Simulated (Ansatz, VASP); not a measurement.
**Sb: VASP beside Ansatz**

```
Sb
1.0
     4.35349    0.00000    0.00000
    -2.17675    3.77024    0.00000
     0.00000    0.00000   28.00000
Sb
2
Direct
  0.33333 0.66667 0.52946
  0.66667 0.33333 0.47054
```

Change from the starting cell: biaxial strain +0.070, atoms relaxed.

Alike in both runs: task relaxation of the atoms; functional PBE; dispersion D3(BJ); k mesh 9 × 9 × 1; occupations gaussian, width 0.02 eV; no spin polarisation.

|  | VASP | Ansatz |
| --- | --- | --- |
| version | VASP 6.6.1 | Ansatz 0.2.0 |
| potentials or method | VASP PAW PBE potentials, release 64 (Sb) | scalar-relativistic, plane waves, PAW |
| plane-wave cutoff (eV) | 520 | 420 |
| valence electrons in the cell | 10 | 30 |

|  | VASP | Ansatz | Ansatz less VASP |
| --- | --- | --- | --- |
| gap on the k mesh at the Fermi level, each at its own relaxed structure (eV) | 0.93 | 0.96 | +0.034 |
| energy change over the relaxation (meV/atom) | -15 | -18 | -2.8 |

The two sets of potentials don't hold the same shells in valence. Ansatz warned: «stress_scf_threshold_loose».

Caveats: spin-orbit coupling is left out, which moves the levels of the heavy elements.
